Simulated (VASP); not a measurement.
# V (Im-3m) in VASP: notebook

Runs on V. Level: PBE. Tasks: single point.

Program: VASP 6.6.1. These are calculated values, not measurements. Logs are shortened: lines on timing, memory, paths and dates and some standing lists are left out, and cuts for length are marked.

**1. The structure**

It takes space group Im-3m (No. 229, cubic). Conventional cell: a = 3.020 Å, b = 3.020 Å, c = 3.020 Å, α = 90.00°, β = 90.00°, γ = 90.00°. V (site symmetry m-3m) is surrounded by 8 V at 2.62 Å.

**2. Single point, PBE, collinear spin, typed start**

Contents of INCAR:

```
SYSTEM = V
PREC = Accurate
ENCUT = 520
EDIFF = 1E-6
ISMEAR = -1
SIGMA = 0.1
LREAL = .FALSE.
LASPH = .TRUE.
NELM = 150
ALGO = Normal
ISIF = 2
LWAVE = .FALSE.
LCHARG = .FALSE.
ISPIN = 2
MAGMOM = 2
LORBIT = 11
LMAXMIX = 4
GGA = PE
NBANDS = 16
```

Contents of KPOINTS:

```
Automatic mesh
0
G
  11 11 11
  0 0 0
```

Contents of POSCAR:

```
V
1.0
   -1.5101600000      1.5101600000      1.5101600000
    1.5101600000     -1.5101600000      1.5101600000
    1.5101600000      1.5101600000     -1.5101600000
V
1
Direct
    0.0000000000      0.0000000000      0.0000000000
```

Potentials or basis: VASP PAW PBE potentials, release 64 (V_sv).

The run is started by

```sh
$ cat potpaw_PBE.64/V_sv/POTCAR > POTCAR
$ mpirun -np 1 vasp_std > vasp.out
```

OUTCAR:

```text
SYSTEM = V
   PREC = Accurate
   ENCUT = 520
   EDIFF = 1E-6
   ISMEAR = -1
   LREAL = .FALSE.
   LASPH = .TRUE.
   NELM = 150
   ISIF = 2
   ISPIN = 2
   LORBIT = 11
   GGA = PE

 ion  position               nearest neighbor table
   1  0.000  0.000  0.000-

  LATTYP: Found a body centered cubic cell.
 ALAT       =     3.0203200000

  Lattice vectors:

 A1 = (  -1.5101600000,   1.5101600000,   1.5101600000)
 A2 = (   1.5101600000,  -1.5101600000,   1.5101600000)
 A3 = (   1.5101600000,   1.5101600000,  -1.5101600000)

Analysis of symmetry for initial positions (statically):
=====================================================================
 Subroutine PRICEL returns:
 Original cell was already a primitive cell.

 Routine SETGRP: Setting up the symmetry group for a
 body centered cubic supercell.

 Subroutine GETGRP returns: Found 48 space group operations
 (whereof 48 operations were pure point group operations)
 out of a pool of 48 trial point group operations.

The static configuration has the point symmetry O_h .

Analysis of symmetry for dynamics (positions and initial velocities):
=====================================================================
 Subroutine PRICEL returns:
 Original cell was already a primitive cell.

 Routine SETGRP: Setting up the symmetry group for a
 body centered cubic supercell.

 Subroutine GETGRP returns: Found 48 space group operations
 (whereof 48 operations were pure point group operations)
 out of a pool of 48 trial point group operations.

The dynamic configuration has the point symmetry O_h .

Analysis of structural, dynamic, and magnetic symmetry:
=====================================================================
 Subroutine PRICEL returns:
 Original cell was already a primitive cell.

 Routine SETGRP: Setting up the symmetry group for a
 body centered cubic supercell.

 Subroutine GETGRP returns: Found 48 space group operations
 (whereof 48 operations were pure point group operations)
 out of a pool of 48 trial point group operations.

The overall configuration has the point symmetry O_h .

 Subroutine INISYM returns: Found 48 space group operations
 (whereof 48 operations are pure point group operations),
 and found     1 'primitive' translations

----------------------------------------------------------------------------------------

                                     Primitive cell

  volume of cell :      13.7762

  direct lattice vectors                    reciprocal lattice vectors
    -1.510160000  1.510160000  1.510160000     0.000000000  0.331090745  0.331090745
[... 102 lines left out ...]
   IMIX   =      4    mixing-type and parameters
     AMIX     =   0.40;   BMIX     =  1.00
     AMIX_MAG =   1.60;   BMIX_MAG =  1.00
  volume/ion in A,a.u.               =      13.78        92.97
  Fermi-wavevector in a.u.,A,eV,Ry     =   1.605756  3.034440 35.081990  2.578454
  Thomas-Fermi vector in A             =   2.702052
   LORBIT       =     11    0 simple, 1 ext, 2 COOP (PROOUT), +10 PAW based schemes
   GGA     = PE    functional components
   LHFCALC =     F    Hartree Fock is set to
   AEXX    =    0.0000 exact exchange contribution
   IVDW    =     0    specifies the selected vdW correction
   LEPSILON=     F    determine dielectric tensor
   LRPA    =     F    only Hartree local field effects (RPA)
 spin polarized calculation
  energy-cutoff  :      520.00
  volume of cell :       13.78
 maximum number of plane-waves:       379
   NGX =  9   NGY =  9   NGZ =  9

 number of electron      12.9999994 magnetization       0.0004459

 Free energy of the ion-electron system (eV)
  ---------------------------------------------------
  ext. energy  EPLUGINS =         0.00000000
  ---------------------------------------------------
  free energy    TOTEN  =        -9.01712260 eV

  energy without entropy =       -8.95808075  energy(sigma->0) =       -8.98760168

 E-fermi :   9.4460     XC(G=0): -12.7829

 val. band max:        9.4107632297   @ k =   0.3636   0.1818   0.0000
 cond. band min:       9.5023342126   @ k =  -0.1818   0.2727   0.0909
 fundamental gap:      0.0915709829
 Fermi energy:         9.4460183583

 spin component 1

 k-point     1 :       0.0000    0.0000    0.0000
  band No.  band energies     occupation
      1     -54.3137      1.00000
      2     -27.6496      1.00000
      3     -27.6496      1.00000
      4     -27.6496      1.00000
      5       2.8931      1.00000
      6       9.8386      0.01934
[... 435 lines left out ...]
      5       7.4160      1.00000
      6       8.2119      1.00000
[... 8 lines left out ...]
     15      38.5468      0.00000
     16      41.1550      0.00000

 [... further k-points ...]

 spin component 2

 k-point     1 :       0.0000    0.0000    0.0000
  band No.  band energies     occupation
      1     -54.3133      1.00000
      2     -27.6493      1.00000
      3     -27.6493      1.00000
      4     -27.6493      1.00000
      5       2.8933      1.00000
      6       9.8390      0.01927
[... 435 lines left out ...]
      5       7.4164      1.00000
      6       8.2123      1.00000
[... 8 lines left out ...]
     15      38.5470      0.00000
     16      41.1553      0.00000

 [... further k-points ...]

------------------------ aborting loop because EDIFF is reached ----------------------------------------

  FORCE on cell =-STRESS in cart. coord.  units (eV):
  Direction    XX          YY          ZZ          XY          YZ          ZX
  --------------------------------------------------------------------------------------
  -------------------------------------------------------------------------------------
  Total       -0.3005552     -0.3005552     -0.3005552      0.0000000     -0.0000000      0.0000000
  in kB      -34.9547300    -34.9547300    -34.9547300      0.0000000     -0.0000000      0.0000000
  external PRESSURE =     -34.9547300 kB  Pullay stress =       0.0000000 kB

 VOLUME and BASIS-vectors are now :
 -----------------------------------------------------------------------------
  energy-cutoff  :      520.00
  volume of cell :       13.78
      direct lattice vectors                 reciprocal lattice vectors
    -1.510160000  1.510160000  1.510160000     0.000000000  0.331090745  0.331090745
     1.510160000 -1.510160000  1.510160000     0.331090745  0.000000000  0.331090745
     1.510160000  1.510160000 -1.510160000     0.331090745  0.331090745  0.000000000

 POSITION                                       TOTAL-FORCE (eV/Angst)
 -----------------------------------------------------------------------------------
      0.00000      0.00000      0.00000        -0.000000      0.000000      0.000000
 -----------------------------------------------------------------------------------
    total drift:                                0.000000     -0.000000      0.000000

  FREE ENERGIE OF THE ION-ELECTRON SYSTEM (eV)
  ---------------------------------------------------
  free  energy   TOTEN  =        -9.0171226039 eV

  energy  without entropy=       -8.9580807520  energy(sigma->0) =       -8.98760168

 total charge

# of ion       s       p       d       tot
------------------------------------------
    1        2.335   6.215   3.064  11.613

 magnetization (x)

# of ion       s       p       d       tot
------------------------------------------
    1        0.000   0.000   0.000   0.000
```

stdout:

```text
POSCAR found type information on POSCAR V
 POSCAR found :  1 types and       1 ions
 scaLAPACK will be used
 LDA part: xc-table for (Slater+PW92), standard interpolation
 POSCAR, INCAR and KPOINTS ok, starting setup
 FFT: planning ... GRIDC
 FFT: planning ... GRID_SOFT
 FFT: planning ... GRID
 WAVECAR not read
 entering main loop
```

It took 22 s on 1 thread of AMD EPYC 7R43 (Zen 3), shared host; peak memory 0.1 GiB.

Results:

```
Free energy                                           : -9.0171 eV
Pressure                                              : -3.5 GPa
Band gap on the k mesh                                : none (metal or under the smearing width)
Net moment                                            : 0.00 μB per cell
Valence electrons inside the program's atomic spheres : V 11.61
```

Levels at points of the mesh, in eV from the Fermi level:
Spin up:
| k point | band 4 | band 5 | band 6 | band 7 | band 8 | band 9 |
| --- | --- | --- | --- | --- | --- | --- |
| (0.00, 0.00, 0.00) | -37.10 | -6.55 | 0.39 | 0.39 | 0.39 | 2.35 |
Spin down:
```
           k point  band 4  band 5  band 6  band 7  band 8  band 9
(0.00, 0.00, 0.00)  -37.10   -6.55    0.39    0.39    0.39    2.35
```

**3. Single point, PBE, collinear spin, typed start**

Contents of INCAR:

```
PREC     = Accurate       # precision mode
ENCUT    = 520            # plane-wave cutoff, eV
EDIFF    = 1E-6           # SCF threshold, eV
ISMEAR   = -1             # smearing method
SIGMA    = 0.1            # smearing width, eV
LREAL    = False          # projectors in reciprocal space
LASPH    = True           # aspherical terms in the spheres
NELM     = 150            # most SCF steps
ALGO     = Fast           # electronic algorithm
ISIF     = 2              # what is computed and relaxed
LWAVE    = False          # write WAVECAR
LCHARG   = False          # write CHGCAR
ISPIN    = 2              # spin polarisation
MAGMOM   = 2              # initial moments
LORBIT   = 11             # projections on sites
LMAXMIX  = 4              # l up to which the mixer works
GGA      = PE             # functional
NBANDS   = 16             # bands
```

Contents of KPOINTS:

```
Automatic mesh
0
Gamma
  11 11 11
```

POSCAR is that of step 2.

Potentials or basis: VASP PAW PBE potentials, release 64 (V_sv).

The run is started by

```sh
$ cat potpaw_PBE.64/V_sv/POTCAR > POTCAR
$ mpirun -np 1 vasp_std > vasp.out
```

OUTCAR:

```text
PREC = Accurate
   ENCUT = 520
   EDIFF = 1E-6
   ISMEAR = -1
   LREAL = False
   LASPH = True
   NELM = 150
   ISIF = 2
   ISPIN = 2
   LORBIT = 11
   GGA = PE

 ion  position               nearest neighbor table
   1  0.000  0.000  0.000-

  LATTYP: Found a body centered cubic cell.
 ALAT       =     3.0203200000

  Lattice vectors:

 A1 = (  -1.5101600000,   1.5101600000,   1.5101600000)
[... 1121 lines left out ...]
  --------------------------------------------------------------------------------------
  -------------------------------------------------------------------------------------
  Total       -0.2997246     -0.2997246     -0.2997246     -0.0000000      0.0000000     -0.0000000
  in kB      -34.8581329    -34.8581329    -34.8581329     -0.0000000      0.0000000     -0.0000000
  external PRESSURE =     -34.8581329 kB  Pullay stress =       0.0000000 kB

 VOLUME and BASIS-vectors are now :
 -----------------------------------------------------------------------------
  energy-cutoff  :      520.00
  volume of cell :       13.78
      direct lattice vectors                 reciprocal lattice vectors
    -1.510160000  1.510160000  1.510160000     0.000000000  0.331090745  0.331090745
     1.510160000 -1.510160000  1.510160000     0.331090745  0.000000000  0.331090745
     1.510160000  1.510160000 -1.510160000     0.331090745  0.331090745  0.000000000

 POSITION                                       TOTAL-FORCE (eV/Angst)
 -----------------------------------------------------------------------------------
      0.00000      0.00000      0.00000        -0.000000     -0.000000      0.000000
 -----------------------------------------------------------------------------------
    total drift:                                0.000000     -0.000000      0.000000

  FREE ENERGIE OF THE ION-ELECTRON SYSTEM (eV)
  ---------------------------------------------------
  free  energy   TOTEN  =        -9.0171224838 eV

  energy  without entropy=       -8.9580806106  energy(sigma->0) =       -8.98760155

 total charge

# of ion       s       p       d       tot
------------------------------------------
    1        2.335   6.215   3.064  11.613

 magnetization (x)

# of ion       s       p       d       tot
------------------------------------------
    1        0.000   0.000   0.000   0.000
```

OSZICAR:

```text
N       E                     dE             d eps       ncg     rms          rms(c)
DAV:   1     0.937007859550E+02    0.93701E+02   -0.64502E+03  3600   0.886E+02
DAV:   2    -0.833397163553E+01   -0.10203E+03   -0.98006E+02  4088   0.271E+02
DAV:   3    -0.986111599839E+01   -0.15271E+01   -0.15251E+01  3936   0.361E+01
DAV:   4    -0.986711342184E+01   -0.59974E-02   -0.59973E-02  4328   0.239E+00
DAV:   5    -0.986716675846E+01   -0.53337E-04   -0.53337E-04  4000   0.210E-01    0.193E+01
RMM:   6    -0.898886332166E+01    0.87830E+00   -0.14815E+00  4024   0.116E+01    0.264E+00
RMM:   7    -0.901374201187E+01   -0.24879E-01   -0.78450E-02  3874   0.272E+00    0.196E+00
RMM:   8    -0.901948561338E+01   -0.57436E-02   -0.84532E-03  4085   0.994E-01    0.812E-01
RMM:   9    -0.901680733154E+01    0.26783E-02   -0.14256E-03  4191   0.432E-01    0.203E-01
RMM:  10    -0.901709947200E+01   -0.29214E-03   -0.82972E-04  4062   0.294E-01    0.465E-02
RMM:  11    -0.901712138788E+01   -0.21916E-04   -0.96428E-05  4151   0.107E-01    0.169E-02
RMM:  12    -0.901712116900E+01    0.21889E-06   -0.23136E-05  4226   0.539E-02    0.716E-03
RMM:  13    -0.901712228143E+01   -0.11124E-05   -0.39820E-06  3588   0.222E-02    0.240E-03
RMM:  14    -0.901712248379E+01   -0.20236E-06   -0.92416E-07  2779   0.997E-03
   1 F= -.90171225E+01 E0= -.89876015E+01  d E =-.590419E-01  mag=     0.0003
```

stdout:

```text
POSCAR found type information on POSCAR V
 POSCAR found :  1 types and       1 ions
 scaLAPACK will be used
 LDA part: xc-table for (Slater+PW92), standard interpolation
 POSCAR, INCAR and KPOINTS ok, starting setup
 FFT: planning ... GRIDC
 FFT: planning ... GRID_SOFT
 FFT: planning ... GRID
 WAVECAR not read
 entering main loop
WARNING in EDDRMM: call to ZHEGV failed, returncode =   8  4     15
WARNING in EDDRMM: call to ZHEGV failed, returncode =   8  4     16
```

Run time: 26 s. Hardware: 1 thread of AMD EPYC 7R43 (Zen 3), shared host; peak memory 0.11 GiB.

Results:

```yaml
Free_energy: -9.0171 eV
Pressure: -3.5 GPa
Band_gap_on_the_k_mesh: none (metal or under the smearing width)
Net_moment: 0.00 μB per cell
Valence_electrons_inside_the_program's_atomic_spheres: V 11.61
```

(Continued in part 2 of 2.)
